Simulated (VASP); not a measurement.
# Te (P6/mmm) in VASP: further runs, part 2 of 3

VASP 6.6.1. The steps go on from the part before.

### Step 3. Relaxation of the atoms, RPBE

The input, INCAR:

```
SYSTEM = Te
PREC = Accurate
ENCUT = 520
EDIFF = 1E-6
ISMEAR = 0
SIGMA = 0.05
LREAL = .FALSE.
LASPH = .TRUE.
NELM = 100
ALGO = Normal
ISIF = 2
LWAVE = .FALSE.
LCHARG = .FALSE.
GGA = RP
IBRION = 2
NSW = 40
EDIFFG = -0.01
```

The input, KPOINTS:

```
regular mesh
0
G
  9 9 9
  0 0 0
```

The input, POSCAR:

```
Te
1.0
    3.4005200000      0.0000000000      0.0000000000
   -1.7002600000      2.9449400000      0.0000000000
    0.0000000000      0.0000000000      3.1084700000
Te
1
Direct
    0.0000000000      0.0000000000      0.0000000000
```

Potentials or basis: VASP PAW PBE potentials, release 64 (Te).

Run with:

```
> cat potpaw_PBE.64/Te/POTCAR > POTCAR
> mpirun -np 1 vasp_std > vasp.out
```

OUTCAR:

```text
SYSTEM = Te
   PREC = Accurate
   ENCUT = 520
   EDIFF = 1E-6
   ISMEAR = 0
   LREAL = .FALSE.
   LASPH = .TRUE.
   NELM = 100
   ISIF = 2
   GGA = RP
   IBRION = 2
   NSW = 40
   EDIFFG = -0.01

 ion  position               nearest neighbor table
   1  0.000  0.000  0.000-

  LATTYP: Found a hexagonal cell.
 ALAT       =     3.4005200000
 C/A-ratio  =     0.9141160764

  Lattice vectors:

 A1 = (   3.4005200000,   0.0000000000,   0.0000000000)
 A2 = (  -1.7002600000,   2.9449400000,   0.0000000000)
 A3 = (   0.0000000000,   0.0000000000,   3.1084700000)

Analysis of symmetry for initial positions (statically):
=====================================================================
 Subroutine PRICEL returns:
 Original cell was already a primitive cell.

 Routine SETGRP: Setting up the symmetry group for a
 hexagonal supercell.

 Subroutine GETGRP returns: Found 24 space group operations
 (whereof 24 operations were pure point group operations)
 out of a pool of 24 trial point group operations.

The static configuration has the point symmetry D_6h.

Analysis of symmetry for dynamics (positions and initial velocities):
=====================================================================
 Subroutine PRICEL returns:
 Original cell was already a primitive cell.

 Routine SETGRP: Setting up the symmetry group for a
 hexagonal supercell.

 Subroutine GETGRP returns: Found 24 space group operations
 (whereof 24 operations were pure point group operations)
 out of a pool of 24 trial point group operations.

The dynamic configuration has the point symmetry D_6h.

 Subroutine INISYM returns: Found 24 space group operations
 (whereof 24 operations are pure point group operations),
 and found     1 'primitive' translations

----------------------------------------------------------------------------------------

                                     Primitive cell

  volume of cell :      31.1292

[... 105 lines left out ...]
     AMIX     =   0.40;   BMIX     =  1.00
     AMIX_MAG =   1.60;   BMIX_MAG =  1.00
  volume/ion in A,a.u.               =      31.13       210.07
  Fermi-wavevector in a.u.,A,eV,Ry     =   0.945662  1.787041 12.167362  0.894276
  Thomas-Fermi vector in A             =   2.073585
   LORBIT       =      0    0 simple, 1 ext, 2 COOP (PROOUT), +10 PAW based schemes
   GGA     = RP    functional components
   LHFCALC =     F    Hartree Fock is set to
   AEXX    =    0.0000 exact exchange contribution
   IVDW    =     0    specifies the selected vdW correction
   LEPSILON=     F    determine dielectric tensor
   LRPA    =     F    only Hartree local field effects (RPA)
 conjugate gradient relaxation of ions
 non-spin polarized calculation
 Gauss-broadening in eV      SIGMA  =   0.05
  energy-cutoff  :      520.00
  volume of cell :       31.13
 maximum number of plane-waves:       852
 NGX is ok and might be reduce to    28
   NGX = 13   NGY = 13   NGZ = 11

 number of electron       6.0000000 magnetization

 Free energy of the ion-electron system (eV)
  ---------------------------------------------------
  ext. energy  EPLUGINS =         0.00000000
  ---------------------------------------------------
  free energy    TOTEN  =        -2.53448679 eV

  energy without entropy =       -2.53376593  energy(sigma->0) =       -2.53412636

 E-fermi :   6.9009     XC(G=0):  -9.5075

 val. band max:        6.8569987873   @ k =   0.3333   0.2222   0.2222
 cond. band min:       6.9628860265   @ k =   0.3333   0.1111   0.3333
 fundamental gap:      0.1058872391
 Fermi energy:         6.9009293174

 k-point     1 :       0.0000    0.0000    0.0000
  band No.  band energies     occupation
      1      -6.6365      2.00000
      2       8.7436      0.00000
      3       8.7436      0.00000
      4       8.8643      0.00000
      5      13.3549      0.00000
      6      14.5770      0.00000
      7      15.9991      0.00000
[... 221 lines left out ...]
 k-point    24 :       0.3333    0.3333    0.1111
  band No.  band energies     occupation
      1      -3.9214      2.00000
      2       2.7381      2.00000
      3       2.7381      2.00000
      4       9.4690      0.00000
      5      16.6298      0.00000
      6      16.6298      0.00000
      7      18.5022      0.00000

 [... further k-points ...]
[... 5 lines left out ...]
  --------------------------------------------------------------------------------------
  -------------------------------------------------------------------------------------
  Total        0.2099764      0.2099769      0.4383175      0.0000000      0.0000000      0.0000000
  in kB       10.8071848     10.8072090     22.5595733      0.0000000      0.0000000      0.0000000
  external PRESSURE =      14.7246557 kB  Pullay stress =       0.0000000 kB

 VOLUME and BASIS-vectors are now :
 -----------------------------------------------------------------------------
  energy-cutoff  :      520.00
  volume of cell :       31.13
      direct lattice vectors                 reciprocal lattice vectors
     3.400520000  0.000000000  0.000000000     0.294072671  0.169782746  0.000000000
    -1.700260000  2.944940000  0.000000000     0.000000000  0.339565492  0.000000000
     0.000000000  0.000000000  3.108470000     0.000000000  0.000000000  0.321701673

 POSITION                                       TOTAL-FORCE (eV/Angst)
 -----------------------------------------------------------------------------------
      0.00000      0.00000      0.00000         0.000000      0.000000      0.000000
 -----------------------------------------------------------------------------------
    total drift:                                0.000000      0.000000      0.000000

  FREE ENERGIE OF THE ION-ELECTRON SYSTEM (eV)
  ---------------------------------------------------
  free  energy   TOTEN  =        -2.5344867870 eV

  energy  without entropy=       -2.5337659318  energy(sigma->0) =       -2.53412636

 reached required accuracy - stopping structural energy minimisation
```

OSZICAR:

```text
N       E                     dE             d eps       ncg     rms          rms(c)
DAV:   1     0.119995384270E+02    0.12000E+02   -0.23090E+03   840   0.656E+02
DAV:   2    -0.225223688897E+01   -0.14252E+02   -0.13988E+02  1127   0.757E+01
DAV:   3    -0.252952909899E+01   -0.27729E+00   -0.27727E+00  1106   0.122E+01
DAV:   4    -0.253082566026E+01   -0.12966E-02   -0.12966E-02  1260   0.103E+00
DAV:   5    -0.253082990112E+01   -0.42409E-05   -0.42411E-05  1232   0.472E-02    0.704E+00
DAV:   6    -0.253270896615E+01   -0.18791E-02   -0.19862E-03  1092   0.328E-01    0.431E+00
DAV:   7    -0.253446203878E+01   -0.17531E-02   -0.46795E-03  1057   0.503E-01    0.146E-01
DAV:   8    -0.253448586623E+01   -0.23827E-04   -0.14220E-04  1113   0.950E-02    0.256E-02
DAV:   9    -0.253448708158E+01   -0.12154E-05   -0.57890E-06  1211   0.197E-02    0.107E-02
DAV:  10    -0.253448678704E+01    0.29453E-06   -0.71775E-07   987   0.570E-03
   1 F= -.25344868E+01 E0= -.25341264E+01  d E =-.253449E+01
```

CONTCAR:

```text
Te
   1.00000000000000
     3.4005200000000002    0.0000000000000000    0.0000000000000000
    -1.7002600000000001    2.9449399999999999    0.0000000000000000
     0.0000000000000000    0.0000000000000000    3.1084700000000001
  Te
     1
Direct
     0.0000000000000000    0.0000000000000000    0.0000000000000000

  0.00000000E+00  0.00000000E+00  0.00000000E+00
```

It took 4.3 s on 1 thread of Intel Xeon 6975P-C (Granite Rapids), shared host; peak memory 0.15 GiB.

What came out:

* Free energy: -2.5345 eV
* Pressure after relaxing: 1.5 GPa
* Band gap on the k mesh: none (metal or under the smearing width)

Stress tensor (GPa, compression positive):
```
1.08 0.00 0.00
0.00 1.08 0.00
0.00 0.00 2.26
```

Final structure:
```xyz
1
Lattice="3.4005 0.0000 0.0000 -1.7003 2.9449 0.0000 0.0000 0.0000 3.1085" Properties=species:S:1:pos:R:3 pbc="T T T"
Te    0.0000    0.0000    0.0000
```

Caveat: the relaxation stopped at its first step, so nothing moved; the PAW data sets were made with another functional, which shifts forces and pressure a little. Spin-orbit coupling is left out, which matters for the levels of Te.

(Continued in part 3 of 3.)
